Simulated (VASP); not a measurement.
A run of VASP 6.6.1 is set up as follows.

INCAR

```
SYSTEM = NaH
ALGO = Normal
EDIFF = 1E-6
ENCUT = 520
GGA = PE
ISIF = 2
ISMEAR = 0
LASPH = .True.
LCHARG = .False.
LREAL = .False.
LWAVE = .False.
NBANDS = 11
NELM = 100
PREC = Accurate
SIGMA = 0.1
```

Contents of KPOINTS:

```
k-points
0
Gamma
  6 6 6
  0 0 0
```

File POSCAR:

```
NaH
1.0
    0.0000000000      2.3864220000      2.3864220000
    2.3864220000      0.0000000000      2.3864220000
    2.3864220000      2.3864220000      0.0000000000
Na H
1 1
Direct
    0.0000000000      0.0000000000      0.0000000000
    0.5000000000      0.5000000000      0.5000000000
```

Potentials or basis: VASP PAW PBE potentials, release 64 (Na_pv, H).

The run is started by

```console
$ cat potpaw_PBE.64/Na_pv/POTCAR potpaw_PBE.64/H/POTCAR > POTCAR
$ mpirun -np 1 vasp_std > vasp.out
```

(1) Predict the band gap on the k mesh.

(2) Estimate the pressure.

Results:

(1) 3.87 eV, indirect (least direct gap 4.70 eV).

(2) 0.9 GPa.
